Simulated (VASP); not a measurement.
# Ga (Im-3m) in VASP: a series of runs

The runs below take Ga through relaxation of cell and atoms, with PBE.

All numbers are computed with VASP 6.6.1; they aren't measurements. Logs are shortened: lines on timing, memory, paths and dates and some standing lists are left out, and cuts for length are marked.

### Step 1. The crystal as given

The structure is cubic, space group Im-3m (No. 229). The conventional cell has a = 3.304 Å, b = 3.304 Å, c = 3.304 Å, α = 90.00°, β = 90.00°, γ = 90.00°. Around Ga (site symmetry m-3m) lie 8 Ga at 2.86 Å.

The cell was built by a generator and needn't be a form met in nature.

### Step 2. Relaxation of cell and atoms, PBE

Contents of INCAR:

```
SYSTEM = Ga
ALGO     = Normal         ! electronic algorithm
EDIFF    = 1E-6           ! SCF threshold, eV
EDIFFG   = -0.01          ! ionic threshold
ENCUT    = 600            ! plane-wave cutoff, eV
GGA      = PE             ! functional
IBRION   = 2              ! ionic algorithm
ISIF     = 3              ! what is computed and relaxed
ISMEAR   = 1              ! smearing method
LASPH    = .TRUE.         ! aspherical terms in the spheres
LCHARG   = .FALSE.        ! write CHGCAR
LREAL    = .FALSE.        ! projectors in reciprocal space
LWAVE    = .FALSE.        ! write WAVECAR
NELM     = 80             ! most SCF steps
NSW      = 90             ! ionic steps
PREC     = Accurate       ! precision mode
SIGMA    = 0.1            ! smearing width, eV
```

Contents of KPOINTS:

```
k-points
0
G
  16 16 16
  0 0 0
```

Contents of POSCAR:

```
Ga
1.0
   -1.6518001400      1.6518001400      1.6518001400
    1.6518001400     -1.6518001400      1.6518001400
    1.6518001400      1.6518001400     -1.6518001400
Ga
1
Direct
    0.0000000000      0.0000000000      0.0000000000
```

Potentials or basis: VASP PAW PBE potentials, release 64 (Ga_d).

On the command line:

```
cat potpaw_PBE.64/Ga_d/POTCAR > POTCAR
mpirun -np 1 vasp_std > vasp.out
```

OUTCAR:

```text
SYSTEM = Ga
   EDIFF = 1E-6
   EDIFFG = -0.01
   ENCUT = 600
   GGA = PE
   IBRION = 2
   ISIF = 3
   ISMEAR = 1
   LASPH = .TRUE.
   LREAL = .FALSE.
   NELM = 80
   NSW = 90
   PREC = Accurate

 ion  position               nearest neighbor table
   1  0.000  0.000  0.000-

  LATTYP: Found a body centered cubic cell.
 ALAT       =     3.3036002800

  Lattice vectors:

 A1 = (  -1.6518001400,   1.6518001400,   1.6518001400)
 A2 = (   1.6518001400,  -1.6518001400,   1.6518001400)
 A3 = (   1.6518001400,   1.6518001400,  -1.6518001400)

Analysis of symmetry for initial positions (statically):
=====================================================================
 Subroutine PRICEL returns:
 Original cell was already a primitive cell.

 Routine SETGRP: Setting up the symmetry group for a
 body centered cubic supercell.

 Subroutine GETGRP returns: Found 48 space group operations
 (whereof 48 operations were pure point group operations)
 out of a pool of 48 trial point group operations.

The static configuration has the point symmetry O_h .

Analysis of symmetry for dynamics (positions and initial velocities):
=====================================================================
 Subroutine PRICEL returns:
 Original cell was already a primitive cell.

 Routine SETGRP: Setting up the symmetry group for a
 body centered cubic supercell.

 Subroutine GETGRP returns: Found 48 space group operations
 (whereof 48 operations were pure point group operations)
 out of a pool of 48 trial point group operations.

The dynamic configuration has the point symmetry O_h .

 Subroutine INISYM returns: Found 48 space group operations
 (whereof 48 operations are pure point group operations),
 and found     1 'primitive' translations

----------------------------------------------------------------------------------------

                                     Primitive cell

  volume of cell :      18.0274

  direct lattice vectors                    reciprocal lattice vectors
    -1.651800140  1.651800140  1.651800140     0.000000000  0.302700059  0.302700059
     1.651800140 -1.651800140  1.651800140     0.302700059  0.000000000  0.302700059
     1.651800140  1.651800140 -1.651800140     0.302700059  0.302700059  0.000000000

  length of vectors
     2.861001766  2.861001766  2.861001766     0.428082529  0.428082529  0.428082529

  position of ions in fractional coordinates (direct lattice)
     0.000000000  0.000000000  0.000000000

  ion indices of the primitive-cell ions
   primitive index   ion index
                 1           1

----------------------------------------------------------------------------------------

 KPOINTS: k-points

Automatic generation of k-mesh.
 Grid dimensions read from file:
 generate k-points for:   16   16   16

 Generating k-lattice:

  Cartesian coordinates                     Fractional coordinates (reciprocal lattice)
     0.000000000  0.018918754  0.018918754     0.062500000  0.000000000  0.000000000
     0.018918754  0.000000000  0.018918754     0.000000000  0.062500000  0.000000000
     0.018918754  0.018918754  0.000000000     0.000000000  0.000000000  0.062500000

  Length of vectors
     0.026755158  0.026755158  0.026755158

  Shift w.r.t. Gamma in fractional coordinates (k-lattice)
     0.000000000  0.000000000  0.000000000

 Subroutine IBZKPT returns following result:
 ===========================================

 Found    145 irreducible k-points:

 Following reciprocal coordinates:
            Coordinates               Weight
  0.000000  0.000000  0.000000      1.000000
  0.062500  0.000000  0.000000     12.000000
  0.125000  0.000000  0.000000     12.000000
  0.187500  0.000000  0.000000     12.000000
  0.250000  0.000000  0.000000     12.000000
  0.312500  0.000000  0.000000     12.000000
[... 16 lines left out ...]
  0.187500  0.187500  0.000000     24.000000
  0.250000  0.187500  0.000000     48.000000
 [... further k-points ...]
   k-points           NKPTS =    145   k-points in BZ     NKDIM =    145   number of bands    NBANDS=     10
   number of dos      NEDOS =    301   number of ions     NIONS =      1
   total plane-waves  NPLWV =  13824
   dimension x,y,z NGX =    24 NGY =   24 NGZ =   24
   dimension x,y,z NGXF=    48 NGYF=   48 NGZF=   48
   ions per type =               1
   NGX,Y,Z   is equivalent  to a cutoff of  13.95, 13.95, 13.95 a.u.
   NGXF,Y,Z  is equivalent  to a cutoff of  27.89, 27.89, 27.89 a.u.
 SYSTEM =  Ga
   PREC   = accura    normal or accurate (medium, high low for compatibility)
   ISTART =      0    job   : 0-new  1-cont  2-samecut
   ICHARG =      2    charge: 1-file 2-atom 10-const
   ISPIN  =      1    spin polarized calculation?
   LNONCOLLINEAR =      F non collinear calculations
   LSORBIT =      F    spin-orbit coupling
   LASPH  =      T    aspherical Exc in radial PAW
   ENCUT  =  600.0 eV  44.10 Ry    6.64 a.u.   5.71  5.71  5.71*2*pi/ulx,y,z
   NELM   =     80;   NELMIN=  2; NELMDL= -5     # of ELM steps
   EDIFF  = 0.1E-05   stopping-criterion for ELM
   LREAL  =      F    real-space projection
   EDIFFG = -.1E-01   stopping-criterion for IOM
   NSW    =     90    number of steps for IOM
   IBRION =      2    ionic relax: 0-MD 1-quasi-New 2-CG
   NFREE  =      1    steps in history (QN), initial steepest desc. (CG)
   ISIF   =      3    stress and relaxation
   ISYM   =      2    0-nonsym 1-usesym 2-fastsym
   POTIM  = 0.5000    time-step for ionic-motion
   TEBEG  =    0.0;   TEEND  =   0.0 temperature during run
   PSTRESS=    0.0 pullay stress
   NELECT =      13.0000    total number of electrons
   NUPDOWN=      -1.0000    fix difference up-down
   EMIN   =  10.00;   EMAX   =-10.00  energy-range for DOS
   EFERMI =   0.00;   METHOD = LEGACY
   ISMEAR =     1;   SIGMA  =   0.10  broadening in eV -4-tet -1-fermi 0-gaus
   EFERMI_NEDOS =   21; number of points for ismear=-14 and -15
   IALGO  =     38    algorithm
   IMIX   =      4    mixing-type and parameters
     AMIX     =   0.40;   BMIX     =  1.00
     AMIX_MAG =   1.60;   BMIX_MAG =  1.00
  volume/ion in A,a.u.               =      18.03       121.65
  Fermi-wavevector in a.u.,A,eV,Ry     =   1.468064  2.774240 29.323456  2.155213
  Thomas-Fermi vector in A             =   2.583607
   LORBIT       =      0    0 simple, 1 ext, 2 COOP (PROOUT), +10 PAW based schemes
   GGA     = PE    functional components
   LHFCALC =     F    Hartree Fock is set to
   AEXX    =    0.0000 exact exchange contribution
   IVDW    =     0    specifies the selected vdW correction
   LEPSILON=     F    determine dielectric tensor
   LRPA    =     F    only Hartree local field effects (RPA)
 conjugate gradient relaxation of ions
 non-spin polarized calculation
 Methfessel and Paxton  Order N= 1 SIGMA  =   0.10
  energy-cutoff  :      600.00
  volume of cell :       18.03
 maximum number of plane-waves:       622
   NGX = 11   NGY = 11   NGZ = 11

--------------------------------------- Ionic step        1  -------------------------------------------

 number of electron      13.0000009 magnetization

 Free energy of the ion-electron system (eV)
  ---------------------------------------------------
  ext. energy  EPLUGINS =         0.00000000
  ---------------------------------------------------
  free energy    TOTEN  =        -2.85276697 eV

  energy without entropy =       -2.85206946  energy(sigma->0) =       -2.85253447

------------------------ aborting loop because EDIFF is reached ----------------------------------------

  FORCE on cell =-STRESS in cart. coord.  units (eV):
  Direction    XX          YY          ZZ          XY          YZ          ZX
  --------------------------------------------------------------------------------------
  -------------------------------------------------------------------------------------
  Total        0.4062718      0.4062718      0.4062718      0.0000000      0.0000000     -0.0000000
  in kB       36.1072759     36.1072759     36.1072759      0.0000000      0.0000000     -0.0000000
  external PRESSURE =      36.1072759 kB  Pullay stress =       0.0000000 kB
[... 125 lines left out ...]
  energy  without entropy=       -2.8652562760  energy(sigma->0) =       -2.86568219

--------------------------------------- Ionic step        5  -------------------------------------------

 number of electron      12.9999990 magnetization

 Free energy of the ion-electron system (eV)
  ---------------------------------------------------
  ext. energy  EPLUGINS =         0.00000000
  ---------------------------------------------------
  free energy    TOTEN  =        -2.86591084 eV

  energy without entropy =       -2.86526494  energy(sigma->0) =       -2.86569554

 E-fermi :   5.3896     XC(G=0): -10.9232

 val. band max:        5.3871647324   @ k =   0.2500   0.2500   0.2500
 cond. band min:       5.3916791590   @ k =  -0.4375   0.5000   0.3125
 fundamental gap:      0.0045144266
 Fermi energy:         5.3896361095

 k-point     1 :       0.0000    0.0000    0.0000
  band No.  band energies     occupation
      1      -9.5347      2.00000
      2      -9.5347      2.00000
      3      -9.5347      2.00000
      4      -9.3562      2.00000
      5      -9.3562      2.00000
      6      -5.5126      2.00000
      7      17.7102      0.00000
      8      17.7102      0.00000
      9      17.7102      0.00000
     10      22.3551      0.00000
[... 287 lines left out ...]
 k-point    24 :       0.2500    0.1875    0.0000
  band No.  band energies     occupation
      1      -9.5829      2.00000
      2      -9.5225      2.00000
      3      -9.3841      2.00000
      4      -9.3770      2.00000
      5      -9.3192      2.00000
      6      -1.5893      2.00000
      7       6.7158     -0.00000
      8       8.7706      0.00000
      9      13.3703      0.00000
     10      19.2625      0.00000

 [... further k-points ...]
[... 5 lines left out ...]
  --------------------------------------------------------------------------------------
  -------------------------------------------------------------------------------------
  Total        0.0015144      0.0015144      0.0015144      0.0000000      0.0000000      0.0000000
  in kB        0.1260995      0.1260995      0.1260995      0.0000000      0.0000000      0.0000000
  external PRESSURE =       0.1260995 kB  Pullay stress =       0.0000000 kB
[... 16 lines left out ...]
  FREE ENERGIE OF THE ION-ELECTRON SYSTEM (eV)
  ---------------------------------------------------
  free  energy   TOTEN  =        -2.8659108394 eV

  energy  without entropy=       -2.8652649427  energy(sigma->0) =       -2.86569554

 reached required accuracy - stopping structural energy minimisation
```

It took 35 s on 1 thread of Intel Xeon Platinum 8488C (Sapphire Rapids), shared host; peak memory 0.16 GiB.

Results:

| Quantity | Value |
| --- | --- |
| Free energy | -2.8659 eV |
| Relaxed volume | 19.24 Å³/atom |
| Relaxed cell | a = 2.924 Å, b = 2.924 Å, c = 2.924 Å, α = 109.47°, β = 109.47°, γ = 109.47° |
| Space group after relaxing (to 0.05 Å) | Im-3m (No. 229) |
| Energy gained by relaxing | 13.1 meV/atom |
| Ionic steps | 5 |
| Pressure after relaxing | 0.0 GPa |
| Band gap on the k mesh | none (metal or under the smearing width) |

Step by step:
| step | energy change (eV) | largest force (eV/Å) | pressure (GPa) | volume (Å³) |
| --- | --- | --- | --- | --- |
| 1 | 0.0000 | 0.0000 | 3.61 | 18.03 |
| 2 | -0.0130 | 0.0000 | 0.41 | 19.11 |
| 3 | -0.0131 | 0.0000 | -0.28 | 19.28 |
| 4 | -0.0131 | 0.0000 | 0.20 | 19.21 |
| 5 | -0.0131 | 0.0000 | 0.01 | 19.24 |

Final structure:
```
CELL_PARAMETERS angstrom
-1.68809 1.68809 1.68809
1.68809 -1.68809 1.68809
1.68809 1.68809 -1.68809
ATOMIC_POSITIONS crystal
Ga 0.00000 0.00000 0.00000
```

### Step 3. Relaxation of cell and atoms, PBE

This run uses another cell than the first one, of 19.24 Å³/atom, 1.067 times its volume.

Edit INCAR of step 2 so:

```diff
@@ -2,4 +2,4 @@
 ALGO     = Normal         ! electronic algorithm
-EDIFF    = 1E-6           ! SCF threshold, eV
-EDIFFG   = -0.01          ! ionic threshold
+EDIFF    = 1E-7           ! SCF threshold, eV
+EDIFFG   = -0.005         ! ionic threshold
 ENCUT    = 600            ! plane-wave cutoff, eV
```

KPOINTS is that of step 2.

Contents of POSCAR:

```
Ga                                      
1.0
   -1.6880889944      1.6880889944      1.6880889944
    1.6880889944     -1.6880889944      1.6880889944
    1.6880889944      1.6880889944     -1.6880889944
  Ga            
     1
Direct
     0.0000000000000000    0.0000000000000000    0.0000000000000000
```

Potentials or basis: VASP PAW PBE potentials, release 64 (Ga_d).

On the command line:

```
cat potpaw_PBE.64/Ga_d/POTCAR > POTCAR
mpirun -np 1 vasp_std > vasp.out
```

It took 11 s on 1 thread of Intel Xeon Platinum 8488C (Sapphire Rapids), shared host; peak memory 0.16 GiB.

The run converged. Its results:

| Item | Value |
| --- | --- |
| Free energy | -2.8663 eV |
| Pressure after relaxing | 0.0 GPa |
| Band gap on the k mesh | none (metal or under the smearing width) |

Final structure:
```
CELL_PARAMETERS angstrom
-1.68809 1.68809 1.68809
1.68809 -1.68809 1.68809
1.68809 1.68809 -1.68809
ATOMIC_POSITIONS crystal
Ga 0.00000 0.00000 0.00000
```

Levels at points of the mesh, in eV from the Fermi level:
| k point | band 2 | band 3 | band 4 | band 5 | band 6 | band 7 | band 8 | band 9 | band 10 |
| --- | --- | --- | --- | --- | --- | --- | --- | --- | --- |
| (0.00, 0.00, 0.00) | -14.92 | -14.92 | -14.75 | -14.75 | -10.90 | 12.32 | 12.32 | 12.32 | 16.97 |
| (0.50, 0.00, 0.00) | -14.98 | -14.76 | -14.75 | -14.63 | -4.49 | -3.65 | 6.90 | 8.92 | 11.33 |
| (0.50, 0.50, 0.50) | -15.02 | -14.66 | -14.66 | -14.66 | 1.28 | 1.60 | 1.60 | 1.60 | 5.73 |

Caveat: the relaxation stopped at its first step, so nothing moved.
